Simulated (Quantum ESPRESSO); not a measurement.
Sb:

```
Sb
1.0
     2.15420    1.24373    3.75800
    -2.15420    1.24373    3.75800
     0.00000   -2.48746    3.75800
Sb
2
Direct
  0.76651 0.76651 0.76651
  0.23349 0.23349 0.23349
```

```yaml
Program: Quantum ESPRESSO 7.5
Task: single point
Functional: PBEsol
Potentials_or_basis: GBRV 1.5 PBEsol
Cutoff: 612 eV
Density_cutoff: 4898 eV
k_mesh: 8 × 8 × 8
Occupations: fermi-dirac, width 0.05 eV
Spin: no spin polarisation
```

On this cell: pressure -0.1 GPa; largest force 0.111 eV/Å; band gap on the k mesh none (metal or under the smearing width).

The same run follows on a disturbed copy (atoms moved at random, drawn with an rms of 0.05 Å):

```
CELL_PARAMETERS angstrom
2.15420 1.24373 3.75800
-2.15420 1.24373 3.75800
0.00000 -2.48746 3.75800
ATOMIC_POSITIONS crystal
Sb 0.76764 0.75507 0.76479
Sb 0.25004 0.22744 0.22232
```

Problem. What does the disturbed cell give?

Solution. The energy (extrapolated to zero smearing) moves by +1.1 meV/atom; pressure -0.7 GPa; largest force 0.115 eV/Å; band gap on the k mesh none (metal or under the smearing width).

Forces on the atoms (eV/Å):
```
Sb   0.049  0.085  0.059
Sb  -0.049 -0.085 -0.059
```

Stress tensor (GPa, compression positive):
```
-0.34  0.12 -0.24
 0.12 -0.51 -0.46
-0.24 -0.46 -1.18
```
